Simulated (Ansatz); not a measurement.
Tetradymite Sb2Te3 was calculated with PBEsol (plane waves, PAW; Ansatz, an electronic-structure program).

Numerical settings: plane-wave cutoff 520 eV, 10×10×10 k mesh, Fermi–Dirac smearing 0.01 eV, scalar-relativistic PAW data made under PBE.

Properties against volume:

Shape and atoms are relaxed at each volume.

```
V (Å³/atom)  P (GPa)   c (Å)  a (Å)
-----------  -------  ------  -----
30.219          1.86  29.336  4.224
30.848          0.84  29.576  4.250
31.478          0.00  29.848  4.274
32.107         -0.66  30.192  4.292
32.737         -1.12  30.623  4.303
```

Note: the cell comes from a level without a dispersion term, which matters for the spacing of layers, chains or molecules; this level leaves the solid without a gap, although one is measured.
